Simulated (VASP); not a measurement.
Set up this calculation in VASP 6.6.1, as the native input.

```yaml
Task: band structure
Functional: HSE06
Potentials_or_basis: VASP PAW PBE potentials, release 64 (Se, Pt)
Cutoff: 520 eV
k_mesh: 6 × 6 × 1
Occupations: gaussian, width 0.03 eV
Spin: spin-orbit coupling, no magnetisation
Grid_for_exact_exchange_PRECFOCK: Fast
Dipole_correction: yes
Screening_parameter: 0.2 1/A
Further_INCAR_settings: ALGO = Normal; EDIFF = 1e-06; NBANDS = 37
```

PtSe2, a slab with vacuum:

```
Se Pt
1.0
     3.70583    0.00000    0.00000
    -1.85292    3.20935    0.00000
     0.00000    0.00000   20.53100
Se Pt
2 1
Direct
  0.66667 0.33333 0.43545
  0.33333 0.66667 0.56455
  0.00000 0.00000 0.50000
```

These files were run (other wordings do the same):

POSCAR

```
PtSe2                                   
1.0
    3.7058339734     -0.0000000000      0.0000000000
   -1.8529169867      3.2093463596      0.0000000000
    0.0000000000      0.0000000000     20.5310000000
  Se              Pt            
     2     1
Direct
     0.6666666699999979    0.3333333300000021    0.4354483202934026
     0.3333333300000021    0.6666666699999979    0.5645516797065975
     0.0000000000000000    0.0000000000000000    0.5000000000000000
```

INCAR.step1

```
PREC     = Accurate       # precision mode
ENCUT    = 520            # plane-wave cutoff, eV
EDIFF    = 1E-5           # SCF threshold, eV
ISMEAR   = 0              # smearing method
SIGMA    = 0.03           # smearing width, eV
LREAL    = F              # projectors in reciprocal space
LASPH    = T              # aspherical terms in the spheres
NELM     = 80             # most SCF steps
ALGO     = Normal         # electronic algorithm
ISIF     = 2              # what is computed and relaxed
LWAVE    = T              # write WAVECAR
LCHARG   = F              # write CHGCAR
LNONCOLLINEAR= T              # non-collinear magnetism
MAGMOM   = 0 0 0 0 0 0 0 0 0 # initial moments
LORBIT   = 11             # projections on sites
LSORBIT  = T              # spin-orbit coupling
GGA_COMPAT= F            
LMAXMIX  = 4              # l up to which the mixer works
LDIPOL   = T            
IDIPOL   = 3            
DIPOL    = 0.5 0.5 0.500
NBANDS   = 37             # bands
LVHAR    = T            
LVACPOTAV= T            
KPAR     = 4            
GGA      = PE             # functional
```

INCAR.step2

```
PREC     = Accurate       # precision mode
ENCUT    = 520            # plane-wave cutoff, eV
EDIFF    = 1E-6           # SCF threshold, eV
ISMEAR   = 0              # smearing method
SIGMA    = 0.03           # smearing width, eV
LREAL    = F              # projectors in reciprocal space
LASPH    = T              # aspherical terms in the spheres
NELM     = 80             # most SCF steps
ALGO     = Normal         # electronic algorithm
ISIF     = 2              # what is computed and relaxed
LWAVE    = F              # write WAVECAR
LCHARG   = F              # write CHGCAR
LNONCOLLINEAR= T              # non-collinear magnetism
MAGMOM   = 0 0 0 0 0 0 0 0 0 # initial moments
LORBIT   = 11             # projections on sites
LSORBIT  = T              # spin-orbit coupling
GGA_COMPAT= F            
LMAXMIX  = 4              # l up to which the mixer works
LDIPOL   = T            
IDIPOL   = 3            
DIPOL    = 0.5 0.5 0.500
GGA      = PE             # functional
LHFCALC  = T              # exact exchange
HFSCREEN = 0.2            # screening, 1/A
PRECFOCK = Fast         
NBANDS   = 37             # bands
LVHAR    = T            
LVACPOTAV= T            
KPAR     = 4            
ISTART   = 1
```

KPOINTS

```
Automatic mesh
0
Gamma
  6 6 1
```

KPOINTS_OPT

```
explicit points
3
Reciprocal
 0.0000000000  0.0000000000  0.0000000000 1
 0.5000000000  0.0000000000  0.0000000000 1
 0.3333333300  0.3333333300  0.0000000000 1
```

Potentials or basis: VASP PAW PBE potentials, release 64 (Se, Pt).

The run is started by

```sh
$ cat potpaw_PBE.64/Se/POTCAR potpaw_PBE.64/Pt/POTCAR > POTCAR
$ cp INCAR.step1 INCAR
$ mpirun -np 4 vasp_ncl > vasp.out
$ cp INCAR.step2 INCAR
$ mpirun -np 4 vasp_ncl > vasp.out
```

It gave:

| Item | Value |
| --- | --- |
| Largest force | 0.341 eV/Å |
| Valence electrons inside the program's atomic spheres | Se 3.83; Pt 9.42 |
| Work function of the upper face | 5.80 eV |
| Work function of the lower face | 5.80 eV |

Caveat: the PAW data sets were made with another functional, which shifts forces and pressure a little.

It took 21 min on 4 MPI ranks on Intel(R) Xeon(R) Platinum 8488C (Sapphire Rapids) (shared host), peak memory 0.97 GiB a rank.
